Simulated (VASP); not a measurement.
# CdTe: single point with HSE06

**What was measured.**

From a printed reference work, data compilation, for a bulk crystal of CdTe at 0 K: band gap 1.607 eV.

Crystal: CdTe.

```
Cd Te
1.0
     0.00000    3.27990    3.27990
     3.27990    0.00000    3.27990
     3.27990    3.27990    0.00000
Cd Te
1 1
Cartesian
  0.0000 0.0000 0.0000
  1.6400 1.6400 1.6400
```

```json
{
 "Program": "VASP 6.6.1",
 "Task": "single point",
 "Functional": "HSE06",
 "Potentials or basis": "VASP PAW PBE potentials, release 64 (Cd, Te)",
 "Cutoff": "520 eV",
 "k mesh": "4 × 4 × 4",
 "Occupations": "gaussian, width 0.01 eV",
 "Spin": "no spin polarisation",
 "Dipole correction": "no",
 "Grid for exact exchange (PRECFOCK)": "Normal",
 "Further INCAR settings": "ALGO = Normal; EDIFF = 1e-07; NBANDS = 16",
 "Screening parameter": "0.2079 1/Å"
}
```

| Property | Result |
| --- | --- |
| Pressure | 0.2 GPa |
| Band gap on the k mesh | 1.44 eV, direct |

Levels at points of the mesh, in eV from the valence-band top:
```tsv
k point	band 6	band 7	band 8	band 9	band 10	band 11	band 12	band 13
(0.00, 0.00, 0.00)	-9.26	0.00	0.00	0.00	1.44	5.49	5.49	5.49
(0.50, 0.00, 0.00)	-8.84	-4.52	-0.77	-0.77	2.58	6.06	6.06	7.94
(0.50, 0.50, 0.00)	-8.66	-4.41	-1.87	-1.87	3.35	3.47	9.77	10.17
```

Wall time 8.3 min on 1 thread of Intel(R) Xeon(R) 6975P-C (Granite Rapids), with other jobs on the host, peak memory 0.32 GiB.

A measured gap of CdTe is 1.607 eV (0 K; a printed reference work, data compilation); the calculated 1.44 eV misses it by -0.16 eV. Spin-orbit coupling on Cd, Te is left out. The value is that of HSE06, without temperature or zero-point motion.

Caveat: the PAW data sets were made with another functional, which shifts forces and pressure a little; spin-orbit coupling is left out, which moves the levels of the heavy elements.
